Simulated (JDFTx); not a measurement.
Rb under changes of volume

One of the cells (95.352 Å³/atom); the others are scaled copies at fixed shape and fractional positions:

```
Rb
1.0
    -2.95451    2.95451    2.73085
     2.95451   -2.95451    2.73085
     2.95451    2.95451   -2.73085
Rb
1
Direct
  0.00000 0.00000 0.00000
```

This isn't the form of Rb at room conditions, which is bcc.

- Program: JDFTx 1.7.0 (patched build)
- Functional: PBE
- Potentials or basis: PseudoDojo-SR-PBE-0.5-standard
- Cutoff: 626 eV
- Density cutoff: 2503 eV
- k mesh: 7 × 7 × 7
- Occupations: fermi-dirac, width 0.05 eV
- Spin: no spin polarisation

```csv
volume (Å³/atom),energy over the lowest point (meV/atom),pressure (GPa)
89.631,?,?
91.538,0.00,0.0
93.445,0.58,-0.1
95.352,1.78,-0.1
97.259,3.52,-0.2
99.166,5.77,-0.2
101.073,8.46,-0.3
```

What does the run at 89.631 Å³/atom give?

Energy over the lowest point 0.09 meV/atom; pressure 0.0 GPa.

Worked out: A Birch-Murnaghan fit of order 3 (a polynomial in V^(-2/3)) to the other rows has its minimum at 90.84 Å³/atom, just outside them, with B0 = V·E''(V) = 2.8 GPa and B' = 4.0 at fixed shape and positions, which overstates the stiffness. It gives 0.10 meV/atom at 89.631 Å³/atom, against the run's 0.09, and -dE/dV = 0.0 GPa, against 0.0.

Energies are extrapolated to zero smearing.
